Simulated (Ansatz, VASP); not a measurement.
**P (black phosphorene, 1 layer) in two plane-wave programs**

Wanted: the spread between two codes on one cell, functional and k mesh. The structure shown is the start of the Ansatz relaxation below; VASP solves that cell, so the two are compared at the walk's first step.

Main program and level: Ansatz 0.2.0; plane waves, with VASP 6.6.1 beside it; single point at PBE.

**1. The starting structure**

The cell holds 4 atoms: 4 P. Its edges and angles: a = 4.620 Å, b = 3.300 Å, c = 24.240 Å, α = 90.0°, β = 90.0°, γ = 90.0°. Vacuum lies along c.

**2. Ansatz: relaxation, PBE**

Ansatz runs on its default PAW (the set named soft_2) files.

The two programs are compared at the cell with which this relaxation starts, whose forces are those of its first step.

File input.yaml:

```yaml
crystal:
  lattice:
    - [4.62, 0.0, 0.0]
    - [0.0, 3.3, 0.0]
    - [0.0, 0.0, 24.24]
  atoms:
    - { symbol: P, position: [0.09, 0.0, 0.4537953795] }
    - { symbol: P, position: [0.41, 0.5, 0.4579207921] }
    - { symbol: P, position: [0.91, 0.0, 0.5462046205] }
    - { symbol: P, position: [0.59, 0.5, 0.5420792079] }
kpoints:
  mp_grid: { grid: [8, 8, 1] }
hamiltonian:
  xc: pbe
scf:
  occupations: { method: fermi_dirac, width: 0.05 }
  convergence: { dr2_threshold: 1.0e-08 }
efield:
  axis: 3
  dipole_correction: true
  ramp_position: 0.97
  ramp_width: 0.04
relax:
  f_tol: 0.01
  cell: { fix: [c, alpha, beta] }
output:
  write_potential: true
  write_density: true
  volumetric_format: npy
```

Command:

```sh
ansatz run input.yaml --threads 4 --pin off --max-ram 8192MiB --backend cpu --events-out ev --progress --plain --runs-dir out
```

Numbers of over 12 decimals in the logs are rounded to 6 here.

The log of the run:

```text
Warning: relax.cell: scf.convergence.dr2_threshold = 1e-8 eV is looser than the 4e-10 eV advised for a relaxation that steers and ends on the stress (1e-10 eV for each atom of the cell: 4). What an SCF threshold leaves in a stress goes as its square root, and in the free energy as the threshold itself, and one threshold admits the most on a small cell: [figures from the program's tests cut] Set scf.convergence.dr2_threshold to 4e-10 eV or tighter. The threshold is an SCF's pass mark: one that does not reach it within its budget of iterations ends unconverged, or closes short of it on a stop that the run arms, and scf.convergence.dr2_threshold's page says what that costs each kind of run
Engine: ansatz 0.2.0, aarch64-unknown-linux-gnu
Pseudopotentials: kind: paw
Pseudopotential: P, paw, valence charge 5, recommended cutoff 420 eV (normal), P.paw.azcp
Functional definition: PBE
  parameter kappa = 0.804
  parameter beta = 0.066725
  exchange = pbe_x(kappa = kappa, mu = beta*pi^2/3)
  correlation = pbe_c(beta = beta)
Crystal: 4 atoms, lattice volume = 369.563 Å³
Basis set: ecut = 420 eV, 7301 PW (Γ), exchange–correlation on 64×48×360 points (8 copies of the dense FFT grid, shifted against one another)
Bands: 14, of which v1, the nominal top of the filled ones, is band 10 counted from 1 (9 counted from 0)
Symmetry: 2 space group operations
k-points: 25 of 64 (time reversal used)
Non-local potential: P, projectors of the file, l = 0: 2, l = 1: 2, l = 2: 2
PAW form: soft (Blöchl's): semilocal exchange-correlation on the pseudo side does not see the compensation charge
PAW one-centre angular grid: P, 110 points (default); XC on 64 Gauss nodes
Initial density: superposition of atomic densities (neutral atoms: chi_scale 0, normalization atom), corrected by the library's trained network
Initial wavefunctions: pseudopotential atomic-orbital guess
Functional: x = pbe(κ = 0.804, μ = 0.219515), c = pbe(β = 0.066725)
SCF iter   1: F=—  HF=-3022.553819 eV  |F-HF|=—  |Δ(HF+E_count)|=         —  Δρ=1.23e-3  dr2=8.91e-3  ethr=1.77e-3  p=-0.000 e·Å  D=-3.10e-7 V/Å  ΔV_dip=0.00 eV  dr2_dipole=1.78e-9  V_vac-E_F(+/−)=4.48/4.48 eV  ⟨swp⟩=10.7  Hψ=3179  notcnv=0
efield: sawtooth ramp at fractional position 0.9700 (set: `efield.ramp_position`, or a place that a band, a saddle search or an elastic batch's reference lends), width 0.0400; the density the first Hamiltonian is built on has a dipole p = -0.000 e·Å; the dipole correction subtracts the counter field D = -3.10e-7 V/Å, which shifts the + side's vacuum level by +0.00 eV against the − side's; the planar-averaged density in the ramp window peaks in size at 3.1e-7 e/Å³
preconditioner: auto → Resta (q_TF=auto, 1.678 Å⁻¹)  ε∞=2.0  [insulator: Δε(μ)=0.636 eV  Ē_g=8.704 eV  σ=0.050 eV  W_gap=1.00  n_scr=26 (ndim 8)  ℏωp=8.6 eV  f_vac=0.727  D(μ)=0.00/eV (n_scr^D=0)  ε∞_Penn≈2.0  vacuum switching on, ρ_ref=5.5e-3 e/Å³]
SCF iter   2: F=—  HF=-3022.552491 eV  |F-HF|=—  |Δ(HF+E_count)|=   1.33e-3  Δρ=5.28e-4  dr2=7.97e-4  ethr=4.45e-5  p=0.000 e·Å  D=1.10e-5 V/Å  ΔV_dip=-0.00 eV  dr2_dipole=9.07e-9  V_vac-E_F(+/−)=4.57/4.57 eV  ⟨swp⟩=2.4  Hψ=849  notcnv=0
SCF iter   3: F=—  HF=-3022.552566 eV  |F-HF|=—  |Δ(HF+E_count)|=   7.52e-5  Δρ=2.16e-4  dr2=1.43e-4  ethr=3.98e-6  p=-0.000 e·Å  D=-2.03e-5 V/Å  ΔV_dip=0.00 eV  dr2_dipole=3.98e-8  V_vac-E_F(+/−)=4.60/4.60 eV  ⟨swp⟩=2.7  Hψ=571  notcnv=0
SCF iter   4: F=—  HF=-3022.552642 eV  |F-HF|=—  |Δ(HF+E_count)|=   7.54e-5  Δρ=4.11e-5  dr2=8.78e-6  ethr=7.13e-7  p=0.000 e·Å  D=6.93e-5 V/Å  ΔV_dip=-0.00 eV  dr2_dipole=4.39e-7  V_vac-E_F(+/−)=4.62/4.62 eV  ⟨swp⟩=2.2  Hψ=550  notcnv=0
SCF iter   5: F=—  HF=-3022.552689 eV  |F-HF|=—  |Δ(HF+E_count)|=   4.72e-5  Δρ=2.16e-5  dr2=1.19e-5  ethr=4.39e-8  p=-0.000 e·Å  D=-1.55e-4 V/Å  ΔV_dip=0.00 eV  dr2_dipole=2.13e-6  V_vac-E_F(+/−)=4.62/4.62 eV  ⟨swp⟩=3.1  Hψ=666  notcnv=0
SCF iter   6: F=—  HF=-3022.552688 eV  |F-HF|=—  |Δ(HF+E_count)|=   1.11e-6  Δρ=1.01e-5  dr2=1.74e-6  ethr=4.39e-8  p=0.000 e·Å  D=5.73e-5 V/Å  ΔV_dip=-0.00 eV  dr2_dipole=2.88e-7  V_vac-E_F(+/−)=4.62/4.62 eV  ⟨swp⟩=2.0  Hψ=428  notcnv=0
SCF iter   7: F=—  HF=-3022.552688 eV  |F-HF|=—  |Δ(HF+E_count)|=   1.99e-8  Δρ=3.32e-6  dr2=6.18e-8  ethr=8.71e-9  p=0.000 e·Å  D=4.39e-6 V/Å  ΔV_dip=-0.00 eV  dr2_dipole=1.53e-9  V_vac-E_F(+/−)=4.62/4.62 eV  ⟨swp⟩=2.1  Hψ=435  notcnv=0
SCF iter   8: F=-3022.552688 eV  HF=-3022.552688 eV  |F-HF|=3.23e-9  |Δ(HF+E_count)|=   5.09e-8  Δρ=8.16e-7  dr2=3.70e-9  ethr=5.00e-11  p=0.000 e·Å  D=1.11e-6 V/Å  ΔV_dip=-0.00 eV  dr2_dipole=1.83e-10  V_vac-E_F(+/−)=4.62/4.62 eV  ⟨swp⟩=10.8  Hψ=2612  notcnv=0
[...]
SCF iter   5: F=—  HF=-3022.654486 eV  |F-HF|=—  |Δ(HF+E_count)|=   5.19e-5  Δρ=2.70e-6  dr2=1.10e-7  ethr=4.26e-9  p=0.000 e·Å  D=1.47e-5 V/Å  ΔV_dip=-0.00 eV  dr2_dipole=1.78e-8  V_vac-E_F(+/−)=4.59/4.59 eV  ⟨swp⟩=2.6  Hψ=662  notcnv=0
SCF iter   6: F=—  HF=-3022.654487 eV  |F-HF|=—  |Δ(HF+E_count)|=   2.48e-8  Δρ=2.51e-6  dr2=2.14e-7  ethr=5.51e-10  p=-0.000 e·Å  D=-2.22e-5 V/Å  ΔV_dip=0.00 eV  dr2_dipole=4.04e-8  V_vac-E_F(+/−)=4.59/4.59 eV  ⟨swp⟩=2.5  Hψ=508  notcnv=0
SCF iter   7: F=-3022.654486 eV  HF=-3022.654486 eV  |F-HF|=3.63e-10  |Δ(HF+E_count)|=   2.61e-8  Δρ=4.24e-7  dr2=5.94e-10  ethr=5.00e-11  p=0.000 e·Å  D=2.02e-7 V/Å  ΔV_dip=-0.00 eV  dr2_dipole=1.39e-12  V_vac-E_F(+/−)=4.59/4.59 eV  ⟨swp⟩=9.2  Hψ=2796  notcnv=0
SCF 4 converged in 7 iterations: F = -3022.654486 eV  dr2 = 5.94e-10
  greatest PAW one-centre occupation: 0.810 electrons in one spin orbital (limit 2), on the P atom at site 0 (counted from 0), in its partial waves of l = 0
relax step   4: F+E_penalty+E_count = -3022.65448649 eV  Δ(F+E_penalty+E_count) = -3.903e-3 eV  max|allowed force component| = 5.778e-3 eV/Å  Δτ_max = 0.0174 Å  P = +0.004 GPa  Ω = 370.502 Å³  energy of the carried Pulay correction = -2.529e-5 eV  fix = [c, alpha, beta]  reactions: c +0.002 GPa; beta +0.002 GPa/rad  (7 SCF iters, accepted)
Initial wavefunctions: pseudopotential atomic-orbital guess (no wavefunctions were taken with the density)
iter 1 solved again at ethr=1.28e-6 eV; its pass at ethr=3.10e-3 eV (dr2=2.56e-4 eV) is discarded
SCF iter   1: F=—  HF=-3022.654465 eV  |F-HF|=—  |Δ(HF+E_count)|=         —  Δρ=1.36e-6  dr2=1.08e-9  ethr=1.28e-6  p=0.000 e·Å  D=2.02e-7 V/Å  ΔV_dip=-0.00 eV  dr2_dipole=3.25e-12  V_vac-E_F(+/−)=4.59/4.59 eV  ⟨swp⟩=3.7  Hψ=4288  notcnv=0
efield: sawtooth ramp at fractional position 0.9700 (set: `efield.ramp_position`, or a place that a band, a saddle search or an elastic batch's reference lends), width 0.0400; the density the first Hamiltonian is built on has a dipole p = 0.000 e·Å; the dipole correction subtracts the counter field D = 2.02e-7 V/Å, which shifts the + side's vacuum level by -0.00 eV against the − side's; the planar-averaged density in the ramp window peaks in size at 9.9e-8 e/Å³
eigensolver tolerance schedule: the retry pair's looser diagonalisation over-reported the residual by 236208.93 of it (diagonalisation noise at an unbounded share of the residual, at the tolerance the schedule requests for it); recorded, not acted on — ethr = c·dr2/N_el stays at c = 1.0e-1
SCF iter   2: F=—  HF=-3022.654513 eV  |F-HF|=—  |Δ(HF+E_count)|=   4.81e-5  Δρ=7.56e-7  dr2=4.60e-10  ethr=5.41e-12  p=-0.000 e·Å  D=-2.67e-7 V/Å  ΔV_dip=0.00 eV  dr2_dipole=7.38e-12  V_vac-E_F(+/−)=4.59/4.59 eV  ⟨swp⟩=15.3  Hψ=3496  notcnv=0
SCF iter   3: F=-3022.654514 eV  HF=-3022.654514 eV  |F-HF|=4.80e-7  |Δ(HF+E_count)|=   1.12e-6  Δρ=3.34e-7  dr2=1.73e-10  ethr=2.30e-12  p=0.000 e·Å  D=5.43e-7 V/Å  ΔV_dip=-0.00 eV  dr2_dipole=1.92e-11  V_vac-E_F(+/−)=4.59/4.59 eV  ⟨swp⟩=6.4  Hψ=2235  notcnv=0
SCF 5 converged in 3 iterations: F = -3022.654514 eV  dr2 = 1.73e-10
relax step   5: F+E_penalty+E_count = -3022.65451424 eV  Δ(F+E_penalty+E_count) = -2.775e-5 eV  max|allowed force component| = 5.773e-3 eV/Å  Δτ_max = 0.0000 Å  P = +0.004 GPa  Ω = 370.502 Å³  fix = [c, alpha, beta]  reactions: c +0.002 GPa; beta +0.002 GPa/rad  stress off target by 9.18e-3 GPa on what of the cell is left free  SCF on the basis re-selected at this cell (its energy is not comparable with the rows above)  (3 SCF iters)
basis re-selected at this cell: Δ(F+E_penalty+E_count) = -2.775e-5 eV, ΔP = +0.000 GPa vs the last step (what re-selecting the basis moved, of the pressure what is left beyond the Pulay correction that the steps carried, after the strain that the cell walked since its last selection, with what the two solves' SCF thresholds leave and, on support functions, any second-order correction that the steps lacked; it is no m [...]
WARN: The input density's exchange-correlation potential varies sharply where the density is thin. Do not read a vacuum level from v_tot or v_xc, or from such a field of the output density. On a cell that repeats whose density bears no net charge and no dipole along the vacuum's axis use v_es (v_loc + v_h of the components); under efield.dipole_correction with no amplitude use v_es + v_field, which holds any external [...]
SCF converged after 3 iterations
Free energy (F): -3022.654514 eV
Harris-Foulkes:  -3022.654514 eV  (|F-HF|=4.80e-7)
Internal energy: -3022.654509 eV  (E = F + TS)
E sigma→0 (E₀):  -3022.654512 eV
Entropy (-TS):   -0.000005 eV (-0.001 meV/atom)
Fermi energy:    -2.093806 eV
Dipole field:    D = -0.000004 V/Å  (p = -0.000008 e·Å, saw-weighted, corrected)
Work function:   Φ+ = 4.5874 eV   Φ− = 4.5873 eV
Levels:          The Fermi level and band energies are counted from a zero that moves with the ramp; work functions are not
--- Per-component energies (eV) ---
  E_band       = -173.512206
  E_kinetic    = 278.566693
  E_local      = -6841.782466  (includes V_loc(G=0)·N_el)
  E_nonlocal   = 135.534817
  E_hartree    = 3262.445363
  E_xc         = -244.210519
  E_vxc        = -240.625675  (∫ρ·V_xc dr)
  E_paw        = -2277.292803  (= ΣΔE_a)
  E_vpaw       = -30.096413  (= ΣTr[D̂ρ^β])
  E_aug_tail   = 0.000013  (compensation charges beyond the density's cutoff)
  E_efield     = 0.000000  (sawtooth field / dipole correction)
  E_vefield    = 0.000018  (∫n·V_field dr)
  E_ewald      = 2664.084394
  E_smearing   = -0.000005  (= −TS)
  E_closure    = -0.000000  (closes the sum)
  Σ components = -3022.654514   (vs F -3022.654514, Δ=0.00e0)
--- Forces (eV/Å), atoms counted from 1 ---
  atom   1  P     -0.00319799     0.00000000    -0.00130981
  atom   2  P      0.00577188     0.00000000    -0.00074960
  atom   3  P      0.00319890     0.00000000     0.00131057
  atom   4  P     -0.00577284     0.00000000     0.00075032
  max |Σ_I F_I| component: 1.48e-6 eV/Å
--- Stress (GPa, compression-positive) ---
        0.002406       0.000000      -0.002343
        0.000000       0.009182       0.000000
       -0.002343       0.000000       0.001860
  P = ⅓ Tr σ = 0.0045 GPa (0.045 kbar)
--- Band table (eV; the first three rows and the last of 25) ---
  k-point 0: bands = [... 6 lower, -5.8664, -4.2956, -4.1986, -2.5558, -1.6553, -0.9201, 0.0955, 0.7404]
  k-point 1: bands = [... 6 lower, -6.7812, -5.1778, -4.1340, -2.6063, -1.4831, -0.1486, 0.5134, 1.3369]
  k-point 2: bands = [... 6 lower, -6.3982, -5.6533, -4.1458, -2.9680, -1.2790, -0.9978, 0.8108, 0.9423]
  k-point 24: bands = [... 6 lower, -7.0985, -7.0979, -3.6541, -3.6529, -0.1831, -0.1810, 1.2450, 1.2456]
--- Relaxed structure (4 steps of the walk, 4 accepted, 1 SCFs on fresh bases) ---
  F+E_penalty+E_count = -3022.65451424 eV   max|allowed force component| = 5.773e-3 eV/Å   (the final SCF, on the basis selected at the relaxed cell)
  cell:  # Å, volume = 370.5018 Å³
    - [4.628423, -1.3022220763868485e-18, 0]
    - [-9.30158625990606e-19, 3.302362, 0]
    - [0, 0, 24.24]
  atoms:
    - { symbol: P, position: [0.088994, 1.5634679542970257e-19, 0.456546] }
    - { symbol: P, position: [0.410907, 0.5, 0.456544] }
    - { symbol: P, position: [0.911006, -1.5634303408509707e-19, 0.543454] }
    - { symbol: P, position: [0.589093, 0.5, 0.543456] }
```

Reading the cycles: dr2 is the Hartree energy of the density residual (eV), the measure of convergence; HF is the Harris–Foulkes estimate of the energy, which meets the free energy F at convergence.

(Part 1 of 2 ends here.)

[Lines on the potential files, build, host, timing and source positions are cut from VASP's logs without a mark.]

[Logs are printed without paths, hosts, clocks, repeated set-up lines and the standing remarks that a program may print on its own settings, such as how far it seeks lower states.]

[Hosts, paths, dates, database ids (printed as entryN), source tags and the programs' standing remarks are cut or masked in the printed files.]
